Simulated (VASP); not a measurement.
The system is Hf.

```
Hf
1.0
     0.00476   -2.23563   -2.23987
     0.01295    2.21332   -2.21756
     4.37822    0.00819   -0.01770
Hf
2
Direct
  0.50651 0.50054 0.50343
  0.99349 0.99946 0.99657
```

The cell isn't the ideal one: all atoms moved at random, sigma 0.05 Å a component, cell strained at random, sigma 0.01.

| Item | Value |
| --- | --- |
| Program | VASP 6.6.1 |
| Task | relaxation of cell and atoms |
| Functional | LDA |
| Potentials or basis | VASP PAW LDA potentials, release 64 (Hf_pv) |
| Cutoff | 600 eV |
| k mesh | 8 × 9 × 6 |
| Occupations | methfessel-paxton, width 0.2 eV |
| Spin | no spin polarisation |

At the start: pressure -4.9 GPa; volume 21.71 Å³/atom.

Question: Where does the relaxation end?

Answer: Over 11 steps the energy falls by 19.5 meV/atom and the volume is 20.68 Å³/atom (-4.7 %); space group Fm-3m (No. 225, to 0.05 Å).

Step by step:
```tsv
step	energy change (eV)	largest force (eV/Å)	pressure (GPa)	volume (Å³)
1	0.0000	0.1730	-4.94	43.41
2	0.0025	0.1585	6.33	39.34
3	-0.0344	0.1753	0.12	41.35
4	-0.0344	0.1752	0.23	41.31
5	-0.0374	0.0933	0.18	41.32
6	-0.0384	0.0508	0.15	41.33
7	-0.0387	0.0346	-0.20	41.45
8	-0.0387	0.0317	-0.26	41.47
9	-0.0389	0.0158	-0.04	41.39
10	-0.0390	0.0122	0.02	41.37
11	-0.0390	0.0082	0.02	41.37
```

Final structure:
```
CELL_PARAMETERS angstrom
0.00034 -2.18435 -2.18423
0.00089 2.17443 -2.17432
4.35496 0.00060 -0.00140
ATOMIC_POSITIONS crystal
Hf 0.50055 0.50007 0.50002
Hf 0.99945 0.99993 0.99998
```
